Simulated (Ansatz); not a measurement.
# CdTe: Wannier functions and tight-binding models, part 1 of 3

Aim: build maximally localised Wannier functions for CdTe from several sets of trial orbitals, and check spreads and centres, and how well the models interpolate the bands. The runs, in order: PBE, anion s p, 4×4×4; PBE, anion s p, 6×6×6; PBE, anion p, 4×4×4; PBE, metal d and anion p, 4×4×4; PBE, metal d, 4×4×4; r2SCAN, anion s p, 4×4×4; r2SCAN, metal d, 4×4×4; HSE06, anion s p, 4×4×4; HSE06, all s p, disentangled, 4×4×4 (level, trial orbitals, Wannier mesh).

The COD entry's cell or inner coordinates are ideal or old and differ from later refinements, so a difference from it is no clean test against experiment.

Computed with Ansatz 0.2.0 (plane waves, PAW, unless a step's input says otherwise).

2 further runs of the same task are left out: 2 that didn't finish.

## Step 1: Starting point

It takes space group F-43m (No. 216, cubic). Conventional cell: a = 6.560 Å, b = 6.560 Å, c = 6.560 Å, α = 90.00°, β = 90.00°, γ = 90.00°. Cd (site symmetry -43m) has 4 Te at 2.84 Å as nearest neighbours. Te (site symmetry -43m) is surrounded by 4 Cd at 2.84 Å.

Structure file:

```cif
data_structure
_symmetry_space_group_name_H-M 'P 1'
_symmetry_Int_Tables_number 1
_cell_length_a 4.6385
_cell_length_b 4.6385
_cell_length_c 4.6385
_cell_angle_alpha 60.000
_cell_angle_beta 60.000
_cell_angle_gamma 60.000
_cell_volume 70.57
loop_
_atom_site_label
_atom_site_type_symbol
_atom_site_fract_x
_atom_site_fract_y
_atom_site_fract_z
_atom_site_occupancy
Cd1 Cd 0.00000 0.00000 0.00000 1
Te1 Te 0.25000 0.25000 0.25000 1
```

The cell was relaxed beforehand with r2SCAN; those runs aren't shown. No run includes spin-orbit coupling, which matters for Te.

## Step 2: PBE, anion s p, 4×4×4

Contents of input.yaml:

```yaml
crystal:
  lattice:
    - [0.0, 3.2799012448, 3.2799012448]
    - [3.2799012448, 0.0, 3.2799012448]
    - [3.2799012448, 3.2799012448, 0.0]
  atoms:
    - { symbol: Cd, position: [0.0, 0.0, 0.0] }
    - { symbol: Te, position: [0.25, 0.25, 0.25] }
kpoints:
  mp_grid: { grid: [6, 6, 6] }
  band_path:
    path:
      - [[0.0, 0.0, 0.0], [-0.5, -0.5, -7.922920670004e-34], [-0.375, -0.375, 0.25]]
      - [[-0.375, -1.877846186151e-17, 0.375], [0.0, 0.0, 0.0], [-7.391424207726e-19, -7.391424207726e-19, 0.5], [-0.5, -0.25, 0.25], [-0.5, -0.5, -7.922920670004e-34]]
    npoints: 10
hamiltonian:
  xc: pbe
scf:
  occupations: { method: fixed }
  n_extra_bands: 6
output:
  forces: false
  stress: false
  eigenvalues: true
  wannier:
    kmesh: [4, 4, 4]
    projections: [{ species: Te, l: s, shell: 5 }, { species: Te, l: p, shell: 5 }]
    minimise: true
    write_hr: true
    conv_tol: 1.0e-08
    max_iter: 3000
  write_density: true
  write_potential: true
  elf: true
  volumetric_format: npy
```

On the command line:

```bash
> ansatz run input.yaml --threads 4 --pin off --max-ram 3686MiB --backend cpu --events-out ev --progress --plain --runs-dir out
```

The program printed:

```text
Warning: RAYON_NUM_THREADS=4 ignored (pool sized by the plan → 4); use --threads N
scf.n_extra_bands = 6 over 18 filled bands (N_el = 36.0): the run solves 24 bands
Engine: ansatz 0.2.0, aarch64-unknown-linux-gnu
Pseudopotentials: kind: paw
Pseudopotential: Cd, paw, valence charge 20, recommended cutoff 420 eV (normal), Cd.paw.azcp
Pseudopotential: Te, paw, valence charge 16, recommended cutoff 420 eV (normal), Te.paw.azcp
Functional definition: PBE
  parameter kappa = 0.804
  parameter beta = 0.06672455060314922
  exchange = pbe_x(kappa = kappa, mu = beta*pi^2/3)
  correlation = pbe_c(beta = beta)
Crystal: 2 atoms, lattice volume = 70.569 Å³
Basis set: ecut = 420 eV, 1411 PW (Γ)
Bands: 24, of which v1, the nominal top of the filled ones, is band 18 counted from 1 (17 counted from 0)
Symmetry: 24 space group operations
Space group: F-43m (ITA 216), of the structure as read, at distance tolerance 4.1e-5 Å
k-points: 16 of 216 (time reversal used)
Non-local potential: Cd, projectors of the file, l = 0: 3, l = 1: 2, l = 2: 2, l = 3: 1
Non-local potential: Te, projectors of the file, l = 0: 2, l = 1: 2, l = 2: 2, l = 3: 2
PAW form: soft (Blöchl's): semilocal exchange-correlation on the pseudo side does not see the compensation charge
PAW one-centre angular grid: Cd, 590 points (default); XC on 64 Gauss nodes
PAW one-centre angular grid: Te, 590 points (default); XC on 64 Gauss nodes
Initial density: superposition of atomic densities (neutral atoms: chi_scale 0, normalization atom), corrected by the library's trained network
Initial wavefunctions: pseudopotential atomic-orbital guess
Functional: x = pbe(κ = 0.804, μ = 0.2195149727645171), c = pbe(β = 0.06672455060314922)
SCF iter   1: F=—  HF=-15235.328444 eV  |F-HF|=—  |Δ(HF+E_count)|=         —  Δρ=1.35e-3  dr2=3.26e-3  ethr=1.77e-3  ⟨swp⟩=4.8  Hψ=1457  notcnv=0  defer=58
preconditioner: auto → none  [insulator: Δε(μ)=0.640 eV  Ē_g=12.630 eV  n_scr=14 (ndim 8)  ℏωp=18.8 eV  f_vac=0.199  ε∞_Penn≈3.2]
SCF iter   2: F=—  HF=-15235.327730 eV  |F-HF|=—  |Δ(HF+E_count)|=   7.15e-4  Δρ=4.96e-4  dr2=1.82e-4  ethr=9.06e-6  ⟨swp⟩=3.0  Hψ=728  notcnv=0  defer=60
SCF iter   3: F=—  HF=-15235.327789 eV  |F-HF|=—  |Δ(HF+E_count)|=   5.94e-5  Δρ=1.88e-4  dr2=2.65e-5  ethr=5.05e-7  ⟨swp⟩=2.9  Hψ=675  notcnv=0  defer=60
SCF iter   4: F=—  HF=-15235.327814 eV  |F-HF|=—  |Δ(HF+E_count)|=   2.49e-5  Δρ=7.79e-5  dr2=6.11e-6  ethr=7.37e-8  ⟨swp⟩=2.1  Hψ=543  notcnv=0  defer=53
SCF iter   5: F=—  HF=-15235.327826 eV  |F-HF|=—  |Δ(HF+E_count)|=   1.26e-5  Δρ=2.12e-5  dr2=3.55e-7  ethr=1.70e-8  ⟨swp⟩=2.0  Hψ=515  notcnv=0  defer=58
SCF iter   6: F=-15235.327828 eV  HF=-15235.327828 eV  |F-HF|=2.60e-8  |Δ(HF+E_count)|=   1.61e-6  Δρ=2.61e-6  dr2=5.54e-9  ethr=2.78e-10  ⟨swp⟩=8.6  Hψ=1794  notcnv=0
SCF 1 converged in 6 iterations: F = -15235.327828 eV  dr2 = 5.54e-9
NSCF: frozen V_eff on 62 k-points
NSCF: frozen V_eff on 10 k-points
the Wannier pass solved 10 of the 64 points of its mesh, and has the states at the others by symmetry: states obtained by the crystal's operations at points that were solved too leave a residual of 4.60e-13 eV (read by the count's bands and the next), within 6.67e-6 eV
SCF converged after 6 iterations
Free energy (F): -15235.327828 eV
Harris-Foulkes:  -15235.327828 eV  (|F-HF|=2.60e-8)
Internal energy: -15235.327828 eV  (E = F + TS)
E sigma→0 (E₀):  -15235.327828 eV
Fermi energy:    6.960573 eV
--- Per-component energies (eV) ---
  E_band       = -804.513046
  E_kinetic    = 685.064149
  E_local      = -5498.277533  (includes V_loc(G=0)·N_el)
  E_nonlocal   = -276.743968
  E_hartree    = 2765.804189
  E_xc         = -300.758714
  E_vxc        = -325.402484  (∫ρ·V_xc dr)
  E_paw        = -8745.982762  (= ΣΔE_a)
  E_vpaw       = -920.763895  (= ΣTr[D̂ρ^β])
  E_aug_tail   = -0.000164  (compensation charges beyond the density's cutoff)
  E_ewald      = -3864.433025
  E_smearing   = -0.000000  (= −TS)
  E_closure    = 0.000000  (closes the sum)
  Σ components = -15235.327828   (vs F -15235.327828, Δ=0.00e0)
--- Band table (eV; the first three rows and the last of 16) ---
  k-point 0: bands = ["-95.0748", "-56.1373", "-56.1373", "-56.1373", "-28.9779", "-28.9779", "-28.9779", "-28.9711", "-28.9711", "-4.0110", "-1.2027", "-1.2027", "-1.2027", "-0.9679", "-0.9679", "6.9606", "6.9606", "6.9606", "7.6226", "11.5990", "11.5990", "11.5990", "14.3695", "16.3598"]
  k-point 1: bands = ["-95.0748", "-56.1373", "-56.1373", "-56.1373", "-28.9779", "-28.9779", "-28.9779", "-28.9711", "-28.9711", "-3.9194", "-1.1859", "-1.1859", "-1.1228", "-0.9688", "-0.9688", "5.2727", "6.7499", "6.7499", "8.7303", "11.6744", "11.9209", "11.9209", "15.3513", "15.4681"]
  k-point 2: bands = ["-95.0748", "-56.1373", "-56.1373", "-56.1373", "-28.9780", "-28.9777", "-28.9777", "-28.9711", "-28.9711", "-3.7367", "-1.1569", "-1.1569", "-0.9652", "-0.9652", "-0.8643", "3.5275", "6.3943", "6.3943", "8.8465", "12.2054", "12.2054", "13.1181", "15.0209", "15.8450"]
  k-point 15: bands = ["-95.0748", "-56.1373", "-56.1373", "-56.1373", "-28.9781", "-28.9777", "-28.9774", "-28.9712", "-28.9709", "-3.5377", "-1.0838", "-1.0829", "-1.0095", "-0.9560", "-0.4637", "2.9184", "4.8881", "4.9871", "10.6090", "10.7901", "13.5788", "13.8992", "16.3409", "18.0247"]
Wannier search: line search 1 of at most 3000: gauge-dependent spread (as the search counts it) 2.6143770 Å², largest recent change 9.4e-2 Å² and fall left 3.6e-4 Å² against conv_tol 1.0e-8 Å², 0 stops escaped
```

It took 2.7 s on 4 threads of Arm Neoverse V2, shared host; peak memory 0.35 GiB.

wannier.win, as written (k points left out):

```
! ansatz wannier90 interface
! projections by site (counted from 0) and shell: 1 5S, 1 5P
! states of the run's bands (counted from 1): 10-10, 16-18
! their least projectability: 0.7732
num_bands = 4
num_wann  = 4
num_iter  = 2000
conv_tol = 1e-8
conv_window = 5
guiding_centres = true
write_hr = true

begin unit_cell_cart
Ang
  0.0  3.2799012448  3.2799012448
  3.2799012448  0.0  3.2799012448
  3.2799012448  3.2799012448  0.0
end unit_cell_cart

begin atoms_frac
Cd  0.0  0.0  0.0
Te  0.25  0.25  0.25
end atoms_frac

mp_grid = 4 4 4
```

wannier.win names the bands that the functions span: 10, 16-18 (counted from 1; 18 are filled).

The head of wannier.spreads.toml:

```toml
omega_i_ang2 = 9.380745318952172
omega_d_ang2 = 0.006404890803057354
omega_od_ang2 = 0.5322841538765353
omega_total_ang2 = 9.919434363631765
least_projectability = 0.7731515919876866
b_vectors_match_mmn = true
n_iter = 20
converged = true
rejected_fitted_steps = 1
```

The functions (centres in Å, on-site energies from the top of the filled bands):

```
n      x      y      z  spread (Å²)  on-site (eV)  nearest atoms  distance (Å)
1  1.183  2.096  2.096        2.480        -4.204            Te2          0.79
2  2.096  2.096  1.183        2.480        -4.204            Te2          0.79
3  1.183  1.183  1.183        2.480        -4.204            Te2          0.79
4  2.096  1.183  2.096        2.480        -4.204            Te2          0.79
```

The largest hoppings ⟨m, 0|H|n, R⟩, one of each Hermitian pair (signs follow the phases of the functions):

```
m  n      R  distance (Å)  t (eV)
1  2  0 0 0          1.29   2.129
2  3  0 0 0          1.29  -2.129
2  4  0 0 0          1.29  -2.129
1  4  0 0 0          1.29   2.129
1  3  0 0 0          1.29   2.129
3  4  0 0 0          1.29  -2.129
4  3  0 1 0          3.35  -0.508
1  3  1 0 0          3.35   0.508
```

Interpolated bands at the corners of the path, eV from the top of the filled bands:

```
point      e1     e2     e3     e4
    Γ  -10.97   0.00   0.00   0.00
    X  -10.50  -4.13  -1.74  -1.74
    U  -10.51  -4.01  -2.45  -1.44
    K  -10.51  -4.01  -2.45  -1.44
    Γ  -10.97   0.00   0.00   0.00
    L  -10.61  -4.22  -0.72  -0.72
    W  -10.50  -4.01  -2.18  -2.04
    X  -10.50  -4.13  -1.74  -1.74
```

Along the path each interpolated band stays within 0.01, 0.35, 0.09, 0.03 eV of the nearest computed level, from the lowest band up.

Axes a, b and c in the maps are those of this run's conventional cell (a, b, c = 6.560, 6.560, 6.560 Å).

Density in a lattice plane of the grid's cell (edges 6.56 and 6.56 Å, at 0.000 of the third edge), which holds Cd.

Ten even steps from '0' (0.01 e/Å³) to '9' (26.56 e/Å³):
```
641000000000000000000014
110000000000000000000001
000000000000000000000000
000000000000000000000000
000000000000000000000000
000000000000000000000000
000000000000000000000000
000000000001110000000000
000000000014641000000000
000000000027972000000000
000000000014641000000000
000000000001110000000000
000000000000000000000000
000000000000000000000000
000000000000000000000000
000000000000000000000000
000000000000000000000000
110000000000000000000001
641000000000000000000014
972000000000000000000027
```
Columns run along the first of these edges and rows up along the second, over one cell in 24 and 20 even steps from the bottom left corner. Atoms in the plane (fractional): Cd at (0.00, 0.00), Cd at (0.50, 0.50).

ELF in the same plane.

Ten even steps from ' ' (0.01) to '@' (0.92):
```
%%**++--........                  ........--++**
++==--::..::::::..              ..::::::..::--==
::::....::--==----::          ::----==--::....::
......::--==++++==::..      ..::==++++==--::....
....::--==++++++==--::......::--==++++++==--::..
    ..::==++++==--::..........::--==++++==::..  
      ::----==--::....::::::....::--==----::    
        ..::::::..::--==++==--::..::::::..      
          ........--++**%%**++--........        
            ....::--++%%@@%%++--::....          
          ........--++**%%**++--........        
        ..::::::..::--==++==--::..::::::..      
      ::----==--::....::::::....::--==----::    
    ..::==++++==--::..........::--==++++==::..  
....::--==++++++==--::......::--==++++++==--::..
......::--==++++==::..      ..::==++++==--::....
::::....::--==----::          ::----==--::....::
++==--::..::::::..              ..::::::..::--==
%%**++--........                  ........--++**
@@%%++--::....                      ....::--++%%
```
Columns run along the first of these edges and rows up along the second, over one cell in 24 and 20 even steps from the bottom left corner. Atoms in the plane (fractional): Cd at (0.00, 0.00), Cd at (0.50, 0.50).

Both are smooth fields of the valence electrons: close to the nuclei they are not physical.

Maxima of ELF outside the ion cores: 0.68 on the Te–Cd line, 1.3 Å from Te; 0.68 beside Te, off the lines to its neighbours, 1.3 Å from Te.

## Step 3: PBE, anion s p, 6×6×6

input.yaml, as its differences from that of step 2:

```diff
@@ -25,3 +25,3 @@
   wannier:
-    kmesh: [4, 4, 4]
+    kmesh: [6, 6, 6]
     projections: [{ species: Te, l: s, shell: 5 }, { species: Te, l: p, shell: 5 }]
```

On the command line:

```bash
> ansatz run input.yaml --threads 4 --pin off --max-ram 3686MiB --backend cpu --events-out ev --progress --plain --runs-dir out
```

The program printed, shortened:

```text
Warning: RAYON_NUM_THREADS=4 ignored (pool sized by the plan → 4); use --threads N
scf.n_extra_bands = 6 over 18 filled bands (N_el = 36.0): the run solves 24 bands
[...]
[... 4 set-up lines as earlier in the session ...]
[...]
Crystal: 2 atoms, lattice volume = 70.569 Å³
[...]
SCF converged after 6 iterations
Free energy (F): -15235.327828 eV
[...]
E sigma→0 (E₀):  -15235.327828 eV
Fermi energy:    6.960573 eV
[...]
--- Band table (eV; the first three rows and the last of 16) ---
[... band rows left out ...]
[...]
Wannier search: line search 1 of at most 3000: gauge-dependent spread (as the search counts it) 2.6875783 Å², largest recent change 1.7e-1 Å² and fall left 4.6e-4 Å² against conv_tol 1.0e-8 Å², 0 stops escaped
```

Wall time 3.2 s (4 threads of Arm Neoverse V2, shared host); peak memory 0.39 GiB.

wannier.win names the bands that the functions span: 10, 16-18 (counted from 1; 18 are filled).

The head of wannier.spreads.toml:

```toml
omega_i_ang2 = 10.669433457707925
omega_d_ang2 = 0.006366493694226821
omega_od_ang2 = 0.45640695243259777
omega_total_ang2 = 11.13220690383475
least_projectability = 0.7625702843088046
b_vectors_match_mmn = true
n_iter = 23
converged = true
rejected_fitted_steps = 0
```

The functions (centres in Å, on-site energies from the top of the filled bands):

```
n      x      y      z  spread (Å²)  on-site (eV)  nearest atoms  distance (Å)
1  1.190  2.090  2.090        2.783        -4.211            Te2          0.78
2  2.090  1.190  2.090        2.783        -4.211            Te2          0.78
3  1.190  1.190  1.190        2.783        -4.211            Te2          0.78
4  2.090  2.090  1.190        2.783        -4.211            Te2          0.78
```

Along the path each interpolated band stays within 0.00, 0.17, 0.03, 0.01 eV of the nearest computed level, from the lowest band up.

## Step 4: PBE, anion p, 4×4×4

input.yaml, as its differences from that of step 3:

```diff
@@ -25,4 +25,4 @@
   wannier:
-    kmesh: [6, 6, 6]
-    projections: [{ species: Te, l: s, shell: 5 }, { species: Te, l: p, shell: 5 }]
+    kmesh: [4, 4, 4]
+    projections: [{ species: Te, l: p, shell: 5 }]
     minimise: true
@@ -31,5 +31 @@
     max_iter: 3000
-  write_density: true
-  write_potential: true
-  elf: true
-  volumetric_format: npy
```

On the command line:

```bash
> ansatz run input.yaml --threads 4 --pin off --max-ram 3686MiB --backend cpu --events-out ev --progress --plain --runs-dir out
```

The program printed:

```text
Warning: RAYON_NUM_THREADS=4 ignored (pool sized by the plan → 4); use --threads N
scf.n_extra_bands = 6 over 18 filled bands (N_el = 36.0): the run solves 24 bands
[... 9 set-up lines as earlier in the session ...]
Crystal: 2 atoms, lattice volume = 70.569 Å³
Basis set: ecut = 420 eV, 1411 PW (Γ)
Bands: 24, of which v1, the nominal top of the filled ones, is band 18 counted from 1 (17 counted from 0)
[... 2 set-up lines as earlier in the session ...]
k-points: 16 of 216 (time reversal used)
[... 8 set-up lines as earlier in the session ...]
SCF iter   1: F=—  HF=-15235.328444 eV  |F-HF|=—  |Δ(HF+E_count)|=         —  Δρ=1.35e-3  dr2=3.26e-3  ethr=1.77e-3  ⟨swp⟩=4.8  Hψ=1457  notcnv=0  defer=58
preconditioner: auto → none  [insulator: Δε(μ)=0.640 eV  Ē_g=12.630 eV  n_scr=14 (ndim 8)  ℏωp=18.8 eV  f_vac=0.199  ε∞_Penn≈3.2]
SCF iter   2: F=—  HF=-15235.327730 eV  |F-HF|=—  |Δ(HF+E_count)|=   7.15e-4  Δρ=4.96e-4  dr2=1.82e-4  ethr=9.06e-6  ⟨swp⟩=3.0  Hψ=728  notcnv=0  defer=60
SCF iter   3: F=—  HF=-15235.327789 eV  |F-HF|=—  |Δ(HF+E_count)|=   5.94e-5  Δρ=1.88e-4  dr2=2.65e-5  ethr=5.05e-7  ⟨swp⟩=2.9  Hψ=675  notcnv=0  defer=60
SCF iter   4: F=—  HF=-15235.327814 eV  |F-HF|=—  |Δ(HF+E_count)|=   2.49e-5  Δρ=7.79e-5  dr2=6.11e-6  ethr=7.37e-8  ⟨swp⟩=2.1  Hψ=543  notcnv=0  defer=53
SCF iter   5: F=—  HF=-15235.327826 eV  |F-HF|=—  |Δ(HF+E_count)|=   1.26e-5  Δρ=2.12e-5  dr2=3.55e-7  ethr=1.70e-8  ⟨swp⟩=2.0  Hψ=515  notcnv=0  defer=58
SCF iter   6: F=-15235.327828 eV  HF=-15235.327828 eV  |F-HF|=2.60e-8  |Δ(HF+E_count)|=   1.61e-6  Δρ=2.61e-6  dr2=5.54e-9  ethr=2.78e-10  ⟨swp⟩=8.6  Hψ=1794  notcnv=0
SCF 1 converged in 6 iterations: F = -15235.327828 eV  dr2 = 5.54e-9
NSCF: frozen V_eff on 62 k-points
NSCF: frozen V_eff on 10 k-points
the Wannier pass solved 10 of the 64 points of its mesh, and has the states at the others by symmetry: states obtained by the crystal's operations at points that were solved too leave a residual of 4.60e-13 eV (read by the count's bands and the next), within 6.67e-6 eV
SCF converged after 6 iterations
Free energy (F): -15235.327828 eV
Harris-Foulkes:  -15235.327828 eV  (|F-HF|=2.60e-8)
Internal energy: -15235.327828 eV  (E = F + TS)
E sigma→0 (E₀):  -15235.327828 eV
Fermi energy:    6.960573 eV
--- Per-component energies (eV) ---
  E_band       = -804.513046
  E_kinetic    = 685.064149
  E_local      = -5498.277533  (includes V_loc(G=0)·N_el)
  E_nonlocal   = -276.743968
  E_hartree    = 2765.804189
  E_xc         = -300.758714
  E_vxc        = -325.402484  (∫ρ·V_xc dr)
  E_paw        = -8745.982762  (= ΣΔE_a)
  E_vpaw       = -920.763895  (= ΣTr[D̂ρ^β])
  E_aug_tail   = -0.000164  (compensation charges beyond the density's cutoff)
  E_ewald      = -3864.433025
  E_smearing   = -0.000000  (= −TS)
  E_closure    = 0.000000  (closes the sum)
  Σ components = -15235.327828   (vs F -15235.327828, Δ=0.00e0)
--- Band table (eV; the first three rows and the last of 16) ---
  k-point 0: bands = ["-95.0748", "-56.1373", "-56.1373", "-56.1373", "-28.9779", "-28.9779", "-28.9779", "-28.9711", "-28.9711", "-4.0110", "-1.2027", "-1.2027", "-1.2027", "-0.9679", "-0.9679", "6.9606", "6.9606", "6.9606", "7.6226", "11.5990", "11.5990", "11.5990", "14.3695", "16.3598"]
  k-point 1: bands = ["-95.0748", "-56.1373", "-56.1373", "-56.1373", "-28.9779", "-28.9779", "-28.9779", "-28.9711", "-28.9711", "-3.9194", "-1.1859", "-1.1859", "-1.1228", "-0.9688", "-0.9688", "5.2727", "6.7499", "6.7499", "8.7303", "11.6744", "11.9209", "11.9209", "15.3513", "15.4681"]
  k-point 2: bands = ["-95.0748", "-56.1373", "-56.1373", "-56.1373", "-28.9780", "-28.9777", "-28.9777", "-28.9711", "-28.9711", "-3.7367", "-1.1569", "-1.1569", "-0.9652", "-0.9652", "-0.8643", "3.5275", "6.3943", "6.3943", "8.8465", "12.2054", "12.2054", "13.1181", "15.0209", "15.8450"]
  k-point 15: bands = ["-95.0748", "-56.1373", "-56.1373", "-56.1373", "-28.9781", "-28.9777", "-28.9774", "-28.9712", "-28.9709", "-3.5377", "-1.0838", "-1.0829", "-1.0095", "-0.9560", "-0.4637", "2.9184", "4.8881", "4.9871", "10.6090", "10.7901", "13.5788", "13.8992", "16.3409", "18.0247"]
Wannier search: line search 1 of at most 3000: gauge-dependent spread (as the search counts it) 0.7442531 Å², largest recent change 2.8e-2 Å² and fall left 2.8e-5 Å² against conv_tol 1.0e-8 Å², 0 stops escaped
```

It took 2.8 s on 4 threads of Arm Neoverse V2, shared host; peak memory 0.34 GiB.

wannier.win names the bands that the functions span: 16-18 (counted from 1; 18 are filled).

The head of wannier.spreads.toml:

```toml
omega_i_ang2 = 9.333501408798138
omega_d_ang2 = 0.012094452456252316
omega_od_ang2 = 0.35416678625418635
omega_total_ang2 = 9.699762647508576
least_projectability = 0.731696004835757
b_vectors_match_mmn = true
n_iter = 24
converged = true
rejected_fitted_steps = 2
```

The functions (centres in Å, on-site energies from the top of the filled bands):

```
n      x      y      z  spread (Å²)  on-site (eV)  nearest atoms  distance (Å)
1  1.779  1.901  1.501        3.233        -2.068            Te2          0.33
2  1.779  1.501  1.901        3.233        -2.068            Te2          0.33
3  1.379  1.501  1.501        3.233        -2.068            Te2          0.33
```

The largest hoppings ⟨m, 0|H|n, R⟩, one of each Hermitian pair (signs follow the phases of the functions):

```
m  n       R  distance (Å)  t (eV)
2  2  1 -1 0          4.64   0.493
1  1  1 0 -1          4.64   0.493
3  3   1 0 0          4.64   0.493
1  3   0 0 1          4.07  -0.456
2  3   0 1 0          4.07   0.456
2  1  0 1 -1          4.07   0.456
3  3   0 1 0          4.64   0.255
3  3   0 0 1          4.64   0.255
```

Interpolated bands at the corners of the path, eV from the top of the filled bands:

```
point     e1     e2     e3
    Γ   0.00   0.00   0.00
    X  -4.13  -1.74  -1.74
    U  -4.03  -2.43  -1.44
    K  -3.98  -2.47  -1.45
    Γ   0.00   0.00   0.00
    L  -4.22  -0.72  -0.72
    W  -4.01  -2.18  -2.04
    X  -4.13  -1.74  -1.74
```

Along the path each interpolated band stays within 0.36, 0.10, 0.04 eV of the nearest computed level, from the lowest band up.

(Continued in part 2 of 3.)
